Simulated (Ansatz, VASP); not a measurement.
## Mo in VASP and in Ansatz

```
Mo
1.0
     2.52330    0.00000    0.00000
     0.00000    2.52330    0.00000
     0.00000    0.00000    2.52330
Mo
1
Cartesian
  0.0000 0.0000 0.0000
```

Alike in both runs: task single point; functional LDA; k mesh 14 × 14 × 14; occupations fermi-dirac, width 0.1 eV; no spin polarisation.

|  | VASP | Ansatz |
| --- | --- | --- |
| version | VASP 6.6.1 | Ansatz 0.2.0 |
| potentials or method | VASP PAW LDA potentials, release 64 (Mo_sv) | plane waves (420 eV) with PAW, scalar-relativistic |
| plane-wave cutoff (eV) | 520 | 420 |
| valence electrons in the cell | 14 | 14 |

|  | VASP | Ansatz | Ansatz less VASP |
| --- | --- | --- | --- |
| pressure (GPa) | 9.4 | 8.2 | -1.15 |

Ansatz warned: «pseudo_functional_mismatch».
